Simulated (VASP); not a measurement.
# CaO (CsCl), PBE dielectric-response calculation: VASP's output and Ansatz's

POSCAR

```
Ca O
 1.0000000000000000
     2.9032089642333831    0.0000000000000000   -0.0000000000000000
    -0.0000000000000000    2.9032089642333831    0.0000000000000000
    -0.0000000000000000    0.0000000000000000    2.9032089642333831
 Ca  O
   1   1
Cartesian
  0.0000000000000000 -0.0000000000000000 -0.0000000000000000
  1.4516044821166916  1.4516044821166916  1.4516044821166916
```

VASP ran with the recommended PBE PAW datasets (16 valence electrons in the cell).

From OUTCAR

```
k-points           NKPTS =     84   k-points in BZ     NKDIM =     84   number of bands    NBANDS=     15

   NELECT =      16.0000    total number of electrons

   dimension x,y,z NGX =    24 NGY =   24 NGZ =   24
   dimension x,y,z NGXF=    48 NGYF=   48 NGZF=   48

  energy-cutoff  :      520.00
  volume of cell :       24.47
      direct lattice vectors                 reciprocal lattice vectors
     2.903208964  0.000000000  0.000000000     0.344446443  0.000000000  0.000000000
     0.000000000  2.903208964  0.000000000     0.000000000  0.344446443  0.000000000
     0.000000000  0.000000000  2.903208964     0.000000000  0.000000000  0.344446443

 k-points in reciprocal lattice and weights: KPOINTS created by Atomic Simulation Env
   0.00000000  0.00000000  0.00000000       0.001
   0.08333333  0.00000000  0.00000000       0.003
   0.16666667  0.00000000  0.00000000       0.003
   0.25000000  0.00000000  0.00000000       0.003
   0.33333333  0.00000000  0.00000000       0.003
   0.41666667  0.00000000  0.00000000       0.003
   0.50000000  0.00000000  0.00000000       0.002
   0.08333333  0.08333333  0.00000000       0.007
   ...

 E-fermi :   4.3014

 k-point     1 :       0.0000    0.0000    0.0000
  band No.  band energies     occupation
      1     -35.1094      2.00000
      2     -15.5502      2.00000
      3     -15.5502      2.00000
      4     -15.5502      2.00000
      5     -12.2673      2.00000
      6       3.8804      2.00000
      7       3.8804      2.00000
      8       3.8804      2.00000
      9       6.9435      0.00000
     10       6.9435      0.00000
     11       9.4122      0.00000
     12      12.6259      0.00000
     13      12.6259      0.00000
     14      12.6259      0.00000
     15      23.4287      0.00000

 k-point     2 :       0.0833    0.0000    0.0000
  band No.  band energies     occupation
      1     -35.0982      2.00000
      2     -15.6774      2.00000
      3     -15.5417      2.00000
      4     -15.5417      2.00000
      5     -12.1660      2.00000
      6       3.5074      2.00000
      7       3.8485      2.00000
      8       3.8485      2.00000
      9       7.0006      0.00000
     10       7.2736      0.00000
     11       9.7172      0.00000
     12      12.5940      0.00000
     13      12.5940      0.00000
     14      12.6449      0.00000
     15      22.9919      0.00000

 k-point     3 :       0.1667    0.0000    0.0000
  band No.  band energies     occupation
      1     -35.0674      2.00000
      2     -15.9958      2.00000
      3     -15.5187      2.00000
      4     -15.5187      2.00000
      5     -11.9152      2.00000
      6       2.6919      2.00000
      7       3.7604      2.00000
      8       3.7604      2.00000
      9       7.1622      0.00000
     10       8.0836      0.00000
     11      10.4787      0.00000
     12      12.5170      0.00000
     13      12.5170      0.00000
     14      12.6973      0.00000
     15      21.9549      0.00000

 k-point     4 :       0.2500    0.0000    0.0000
  band No.  band energies     occupation
      1     -35.0249      2.00000
      2     -16.3822      2.00000
      3     -15.4871      2.00000
      4     -15.4871      2.00000
      5     -11.6090      2.00000
      6       1.8070      2.00000
      7       3.6371      2.00000
      8       3.6371      2.00000
      9       7.3983      0.00000
     10       9.1596      0.00000
     11      11.4502      0.00000
     12      12.4340      0.00000
     13      12.4340      0.00000
     14      12.7701      0.00000
     15      20.7593      0.00000

 k-point     5 :       0.3333    0.0000    0.0000
  band No.  band energies     occupation
      1     -34.9819      2.00000
      2     -16.7308      2.00000
      3     -15.4551      2.00000
      4     -15.4551      2.00000
      5     -11.3261      2.00000
      6       1.0535      2.00000
      7       3.5108      2.00000
      8       3.5108      2.00000
      9       7.6557      0.00000
     10      10.2690      0.00000
     11      12.3744      0.00000
     12      12.3744      0.00000
     13      12.5172      0.00000
     14      12.8444      0.00000
     15      19.7068      0.00000

 k-point     6 :       0.4167    0.0000    0.0000
  band No.  band energies     occupation
      1     -34.9500      2.00000
      2     -16.9684      2.00000
      3     -15.4315      2.00000
      4     -15.4315      2.00000
      5     -11.1267      2.00000
      6       0.5512      2.00000
      7       3.4167      2.00000
      8       3.4167      2.00000
      9       7.8607      0.00000
     10      11.0818      0.00000
     11      12.3445      0.00000
     12      12.3445      0.00000
     13      12.8998      0.00000
     14      13.6191      0.00000
     15      18.8507      0.00000

 ...

 MACROSCOPIC STATIC DIELECTRIC TENSOR (including local field effects in DFT)
 ------------------------------------------------------
           4.515815    -0.000000    -0.000000
           0.000000     4.515815    -0.000000
           0.000000    -0.000000     4.515815

 BORN EFFECTIVE CHARGES (including local field effects) (in |e|, cummulative output)
 ---------------------------------------------------------------------------------
 ion    1
    1     2.55071    -0.00000    -0.00000
    2     0.00000     2.55071     0.00000
    3     0.00000    -0.00000     2.55071
 ion    2
    1    -2.55071     0.00000     0.00000
    2     0.00000    -2.55071     0.00000
    3    -0.00000     0.00000    -2.55071

  Total        0.6591017      0.6591017      0.6591017     -0.0000000      0.0000000      0.0000000
  in kB       43.1547035     43.1547035     43.1547035     -0.0000000      0.0000000      0.0000000
  external PRESSURE =      43.1547035 kB  Pullay stress =       0.0000000 kB

 POSITION                                       TOTAL-FORCE (eV/Angst)
 -----------------------------------------------------------------------------------
      0.00000      0.00000      0.00000         0.000000      0.000000      0.000000
      1.45160      1.45160      1.45160         0.000000      0.000000      0.000000
 -----------------------------------------------------------------------------------
    total drift:                                0.000000      0.000000     -0.000000

  FREE ENERGIE OF THE ION-ELECTRON SYSTEM (eV)
  ---------------------------------------------------
  free  energy   TOTEN  =       -11.8134144881 eV

  energy  without entropy=      -11.8134144881  energy(sigma->0) =      -11.81341449
```

Each program uses its own PAW datasets. VASP's cell holds 16 valence electrons and Ansatz's 16. Ansatz refines its k mesh for the response by itself, so the meshes differ.

**Question.** What does Ansatz give for the same cell and level of theory?

**Answer.** ε∞ with local fields (xx, yy, zz) 4.52, 4.52, 4.52; mean Born charge by atom, in the order of the cell 2.55, -2.55 e.

Ansatz printed

```
SCF 1 converged in 4 iterations: F = -2386.734514 eV  dr2 = 2.34e-8
DFPT response loops at Γ: mixed as the last ones told, above
SCF converged after 9 iterations
Free energy (F): -2386.731915 eV
Harris-Foulkes:  -2386.731915 eV  (|F-HF|=1.36e-12)
Internal energy: -2386.731915 eV  (E = F + TS)
E sigma→0 (E₀):  -2386.731915 eV
Fermi energy:    10.251974 eV
--- Per-component energies (eV) ---
  E_band       = -77.025600
  E_kinetic    = 456.843616
  E_local      = -782.682648  (includes V_loc(G=0)·N_el)
  E_nonlocal   = 111.538565
  E_hartree    = 253.097760
  E_xc         = -213.678468
  E_vxc        = -268.918201  (∫ρ·V_xc dr)
  E_paw        = -1016.255825  (= ΣΔE_a)
  E_vpaw       = -100.004913  (= ΣTr[D̂ρ^β])
  E_aug_tail   = 0.002423  (compensation charges beyond the density's cutoff)
  E_ewald      = -1195.597339
  E_smearing   = -0.000000  (= −TS)
  E_closure    = 0.000000  (closes the sum)
  Σ components = -2386.731915   (vs F -2386.731915, Δ=0.00e0)
--- Band table (eV; the first three rows and the last of 75) ---
  k-point 0: bands = ["-29.0443", "-9.4873", "-9.4873", "-9.4873", "-6.1849", "9.9484", "9.9484", "9.9484", "13.0247", "13.0247", "15.4970", "18.6948"]
  k-point 1: bands = ["-29.0199", "-9.7555", "-9.4690", "-9.4690", "-5.9738", "9.1977", "9.8793", "9.8793", "13.1499", "13.7107", "16.1428", "18.6270"]
  k-point 2: bands = ["-28.9603", "-10.3147", "-9.4245", "-9.4245", "-5.5334", "7.8824", "9.7088", "9.7088", "13.4764", "15.2301", "17.5362", "18.5014"]
  k-point 74: bands = ["-28.5778", "-10.2212", "-10.2212", "-10.2212", "-4.9631", "6.8283", "6.8283", "6.8283", "18.2068", "18.2068", "18.2068", "20.2306"]
--- Dielectric response (ions clamped): 3 representative field directions + reference, inside a basis on a mesh of 512 k-points (Σ response iterations 15) ---
  ε∞ (high-frequency dielectric tensor):
        4.517901     0.000000     0.000000
        0.000000     4.517901     0.000000
        0.000000     0.000000     4.517901
  Born effective charges Z* (e; rows j = field, columns β = displacement):
    site 0:
         2.54753    0.00000    0.00000
        -0.00000    2.54753    0.00000
         0.00000    0.00000    2.54753
    site 1:
        -2.54753   -0.00000    0.00000
         0.00000   -2.54753    0.00000
         0.00000    0.00000   -2.54753
  Z* charge neutrality: 3.453e-3 e pre-enforcement
  solved inside a basis spanned on kpoints, on 8×8×8 k-points, its susceptibility summed on 12×12×12: ε∞ is read to err by 1.5e-2, Z* by 2.4e-2 e (field_mesh: kpoints solves on kpoints); Z* is corrected for what the basis lacks
```
